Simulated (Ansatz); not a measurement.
# NaF: the cost of one run

Method: DFT PBE, scalar-relativistic, plane waves, PAW, in Ansatz 0.2.0.

3 further runs of the same task are left out: 3 set aside as unsound or not needed.

**1. The structure to begin with**

Symmetry: Fd-3m, No. 227, cubic system. Conventional cell: a = 5.832 Å, b = 5.832 Å, c = 5.832 Å, α = 90.00°, β = 90.00°, γ = 90.00°. Na (site symmetry -43m) has 4 Na at 2.53 Å and 4 F at 2.53 Å as nearest neighbours. F (site symmetry -43m) is surrounded by 4 Na at 2.53 Å and 4 F at 2.53 Å.

As a file:

```cif
data_structure
_symmetry_space_group_name_H-M 'P 1'
_symmetry_Int_Tables_number 1
_cell_length_a 4.1238
_cell_length_b 4.1238
_cell_length_c 4.1238
_cell_angle_alpha 60.000
_cell_angle_beta 60.000
_cell_angle_gamma 60.000
_cell_volume 49.59
loop_
_atom_site_label
_atom_site_type_symbol
_atom_site_fract_x
_atom_site_fract_y
_atom_site_fract_z
_atom_site_occupancy
Na1 Na 0.50000 0.50000 0.50000 1
Na2 Na 0.75000 0.75000 0.75000 1
F1 F 0.00000 0.00000 0.00000 1
F2 F 0.25000 0.25000 0.25000 1
```

This is candidate A: NaTl (B32) type (Fd-3m, No. 227).

(A quick probe on a coarse mesh, which set the mesh and smearing, is not shown.)

**3. The relaxation (candidate A)**

Contents of input.yaml:

```yaml
crystal:
  lattice:
    - [0.0, 2.9159336794, 2.9159336794]
    - [2.9159336794, 0.0, 2.9159336794]
    - [2.9159336794, 2.9159336794, 0.0]
  atoms:
    - { symbol: Na, position: [0.5, 0.5, 0.5] }
    - { symbol: Na, position: [0.75, 0.75, 0.75] }
    - { symbol: F, position: [0.0, 0.0, 0.0] }
    - { symbol: F, position: [0.25, 0.25, 0.25] }
basis:
  ecutwfc: 420
kpoints:
  mp_grid: { grid: [8, 8, 8] }
hamiltonian:
  xc: pbe
scf:
  occupations: { method: gaussian, width: 0.02 }
output:
  forces: true
  stress: true
  eigenvalues: true
relax:
  adjacent_minimum: "off"
  f_tol: 0.01
  max_steps: 80
  cell: { stress_tol: 0.05 }
```

Command:

```console
$ ansatz run input.yaml --threads 1 --pin off --max-ram 2560MiB --backend cpu --events-out ev --progress --plain --runs-dir out
```

Q: Estimate wall time and peak memory on 1 thread of Arm Neoverse V2, shared host.

About 7.4 s, with a peak of 0.3 GiB.
